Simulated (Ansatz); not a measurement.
CsBr (CsCl type): G0W0 against its settings

CsBr (CsCl type), relaxed with r2SCAN; one-shot G0W0 in Ansatz without spin-orbit coupling. No spin polarisation and no zero-point or thermal motion.

```cif
data_structure
_symmetry_space_group_name_H-M 'Pm-3m'
_symmetry_Int_Tables_number 221
_cell_length_a 4.3194
_cell_length_b 4.3194
_cell_length_c 4.3194
_cell_angle_alpha 90.000
_cell_angle_beta 90.000
_cell_angle_gamma 90.000
_cell_volume 80.59
loop_
_atom_site_label
_atom_site_type_symbol
_atom_site_symmetry_multiplicity
_atom_site_Wyckoff_symbol
_atom_site_fract_x
_atom_site_fract_y
_atom_site_fract_z
_atom_site_occupancy
Cs1 Cs 1 a 0.00000 0.00000 0.00000 1
Br1 Br 1 b 0.50000 0.50000 0.50000 1
```

Gaps are read over the mesh points alone. G0W0 values are finite-basis, finite-mesh values.
```csv
start,potentials,frequency model,mesh,empty bands,screening cutoff (eV),Kohn-Sham gap (eV),G0W0 gap (eV),rough cost
PBE,PAW,contour deformation,4×4×4,303,140,4.44,6.69,110 core-seconds
PBE,PAW,contour deformation,4×4×4,556,210,4.44,6.77,8 core-minutes
HSE06,PAW,contour deformation,4×4×4,303,140,5.61,7.23,5 core-minutes
LDA,PAW,contour deformation,4×4×4,303,140,4.04,6.53,110 core-seconds
r2SCAN,PAW,contour deformation,4×4×4,303,140,5.20,7.03,2.1 core-minutes
PBE,PAW,Godby-Needs pole,4×4×4,303,140,4.44,6.66,3 core-minutes
PBE,PAW,contour deformation,4×4×4,130,80,4.44,6.51,22 core-seconds
PBE,norm-conserving,contour deformation,4×4×4,303,140,4.44,6.63,2.3 core-minutes
```

The quasiparticle gap on this mesh is 6.77 eV (direct at Γ), against 4.44 eV from PBE: +2.33 eV. Renormalisation factors Z lie between 0.79 and 0.85.

Raising bands and cutoff together moves the gap by +0.18 eV (80 to 140 eV), then +0.08 eV (140 to 210 eV); the last step is still large, so the basis limit isn't reached. Starting from HSE06 (5.61 eV against PBE's 4.44 eV) gives 7.23 eV, +0.54 eV from G0W0@PBE at the same screening cutoff. Starting from LDA (4.04 eV against PBE's 4.44 eV) gives 6.53 eV, -0.16 eV from G0W0@PBE at the same screening cutoff. Starting from r2SCAN (5.20 eV against PBE's 4.44 eV) gives 7.03 eV, +0.34 eV from G0W0@PBE at the same screening cutoff. The Godby-Needs plasmon pole differs from contour deformation by -0.03 eV. Norm-conserving potentials (wave cutoff 680 eV against 420 eV) shift the quasiparticle gap by -0.06 eV and the PBE gap by 0.00 eV. r2SCAN runs take a wave cutoff of 500 eV.
